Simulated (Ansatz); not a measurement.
# PbS: band gap under strain

How does strain move the band edges of rocksalt PbS, and do the functionals agree on it? States: no strain; +1.0 % biaxial strain in the (111) plane, free along [111]; +2.5 % strain along [111] alone.

Program: Ansatz 0.2.0. PAW datasets, plane waves. The values are computed, spin-unpolarised, and not measurements.

## Step 1: The cell

The unstrained cell was relaxed with r2SCAN; in each strained cell the atoms were relaxed again with r2SCAN. Names of k-points are those of the unstrained zone, where strain can split equivalent points. First state: no strain.

It is cubic, Fm-3m (No. 225); a = 5.974 Å in the conventional setting, 26.66 Å³ an atom. Around Pb lie 6 S at 2.99 Å; around S lie 6 Pb at 2.99 Å.

As a file:

```cif
data_structure
_symmetry_space_group_name_H-M 'Fm-3m'
_symmetry_Int_Tables_number 225
_cell_length_a 5.9745
_cell_length_b 5.9745
_cell_length_c 5.9745
_cell_angle_alpha 90.000
_cell_angle_beta 90.000
_cell_angle_gamma 90.000
_cell_volume 213.25
loop_
_atom_site_label
_atom_site_type_symbol
_atom_site_symmetry_multiplicity
_atom_site_Wyckoff_symbol
_atom_site_fract_x
_atom_site_fract_y
_atom_site_fract_z
_atom_site_occupancy
Pb1 Pb 4 a 0.00000 0.00000 0.00000 1
S1 S 4 b 0.50000 0.00000 0.00000 1
```

## Step 2: No strain: PBE

input.yaml reads:

```yaml
crystal:
  lattice:
    - [0.0, 2.9872326629, 2.9872326629]
    - [2.9872326629, 0.0, 2.9872326629]
    - [2.9872326629, 2.9872326629, 0.0]
  atoms:
    - { symbol: Pb, position: [0.0, 0.0, 0.0] }
    - { symbol: S, position: [0.5, 0.5, 0.5] }
kpoints:
  mp_grid: { grid: [8, 8, 8] }
  band_path:
    path:
      - [0.0, 0.0, 0.0]
      - [0.5, 0.0, 0.5]
      - [0.625, 0.25, 0.625]
      - [0.375, 0.375, 0.75]
      - [0.5, 0.5, 0.5]
      - [0.5, 0.25, 0.75]
      - [0.0, 0.0, 0.5]
    npoints: 1
hamiltonian:
  xc: pbe
scf:
  occupations: { method: fermi_dirac, width: 0.02 }
  n_extra_bands: 4
output:
  forces: true
  stress: true
  eigenvalues: true
```

Launch:

```bash
ansatz run input.yaml --threads 2 --pin off --max-ram 2211MiB --backend cpu --events-out ev --progress --plain --runs-dir out
```

After this run come: No strain: r2SCAN; No strain: HSE06; No strain: G0W0@PBE; +1.0 % biaxial strain in the (111) plane, free along [111]: PBE; +1.0 % biaxial strain in the (111) plane, free along [111]: r2SCAN; +1.0 % biaxial strain in the (111) plane, free along [111]: HSE06; +1.0 % biaxial strain in the (111) plane, free along [111]: G0W0@PBE; +2.5 % strain along [111] alone: PBE; +2.5 % strain along [111] alone: r2SCAN; +2.5 % strain along [111] alone: HSE06; +2.5 % strain along [111] alone: G0W0@PBE.

Q: Predict the outcome of this session.

The runs gave:

Least gap in eV (negative: overlap), with the change from the unstrained cell in brackets. G0W0 is on its own coarse mesh.

```
                                                     state  volume change (%)           PBE        r2SCAN         HSE06          G0W0
                                                 no strain               +0.0          0.43          0.69          0.88          0.61
+1.0 % biaxial strain in the (111) plane, free along [111]               +0.9  0.34 (-0.09)  0.59 (-0.10)  0.78 (-0.10)  0.52 (-0.09)
                           +2.5 % strain along [111] alone               +2.5  0.38 (-0.05)  0.63 (-0.06)  0.82 (-0.06)  0.57 (-0.04)
```

What this shows: With HSE06, of the states in the table +1.0 % biaxial strain in the (111) plane, free along [111] shifts the gap most, by -0.100 eV. PBE and HSE06 differ by 0.44 eV on the unstrained gap, and by at most 0.01 eV on its change: the two disagree on the size of the gap but agree on its response to strain. In PBE the gap turns indirect under +1.0 % biaxial strain in the (111) plane, free along [111]. Spin-orbit coupling is left out of the table, though the cell holds Pb (Z = 82); in an element this heavy it can shift bands and gaps by tenths of an eV. G0W0 here is at a finite number of bands, screening cutoff and k mesh, not at the basis limit.
